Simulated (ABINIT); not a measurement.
ZrB2:

```xyz
3
Lattice="3.1700 0.0000 0.0000 -1.5850 2.7453 0.0000 0.0000 0.0000 3.5330" Properties=species:S:1:pos:R:3 pbc="T T T"
Zr    0.0000    0.0000    0.0000
B     1.5850    0.9151    1.7665
B     0.0000    1.8302    1.7665
```

Program: ABINIT 10.8.3 (patched build). Alike in all runs: no spin polarisation; cell as given; smearing fermi-dirac 0.05 eV.

Problem. Order these runs on this cell by their pressure, lowest first.
A. level PBE; potentials or basis PseudoDojo NC SR PBE v0.4.1 standard; k mesh 8 × 8 × 6; cutoff (eV) 1034
B. level LDA; potentials or basis PseudoDojo NC SR LDA v0.4 stringent; k mesh 12 × 12 × 8, shifted; cutoff (eV) 925; bands in the sums 15; broadening (eV) 0.15; scissor shift (eV) 0; tensor components [11, 33]
C. level PBEsol; potentials or basis PseudoDojo NC SR PBEsol v0.4.1 standard; k mesh 8 × 8 × 6; cutoff (eV) 925

Solution. B (-8.9 GPa), C (-3.9 GPa), A (0.7 GPa).

Not every run made on this cell is shown here.
